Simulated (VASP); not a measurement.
MgI2, 12 atoms in the cell. The cell holds a slab with vacuum, 12 atoms: a = 4.154 Å, b = 8.021 Å, c = 25.138 Å, α = 90.00°, β = 90.00°, γ = 105.01°.  The cell isn't the ideal one: the (1 0 1) slab of MgI2, cut from the database cell, not relaxed.

```yaml
Program: VASP 6.6.1
Task: single point
Functional: PBE
Potentials_or_basis: VASP PAW PBE potentials, release 64 (I, Mg)
Cutoff: 520 eV
k_mesh: 7 × 7 × 1
Occupations: fermi-dirac, width 0.05 eV
Spin: no spin polarisation
Dipole_correction: yes
Further_INCAR_settings: ALGO = Normal; EDIFF = 1e-07; NBANDS = 44
```

Potentials or basis: VASP PAW PBE potentials, release 64 (I, Mg).

Launch:

```sh
$ cat potpaw_PBE.64/I/POTCAR potpaw_PBE.64/Mg/POTCAR > POTCAR
$ mpirun -np 1 vasp_std > vasp.out
```

Hardware: 1 thread of Intel(R) Xeon(R) 6975P-C (Granite Rapids), with other jobs on the host.

**Question.** Estimate the wall time of this run.

**Answer.** Run time: 14 min on 1 thread of Intel(R) Xeon(R) 6975P-C (Granite Rapids), with other jobs on the host, peak memory 0.96 GiB. Counts: scf iterations 30, k points 16.
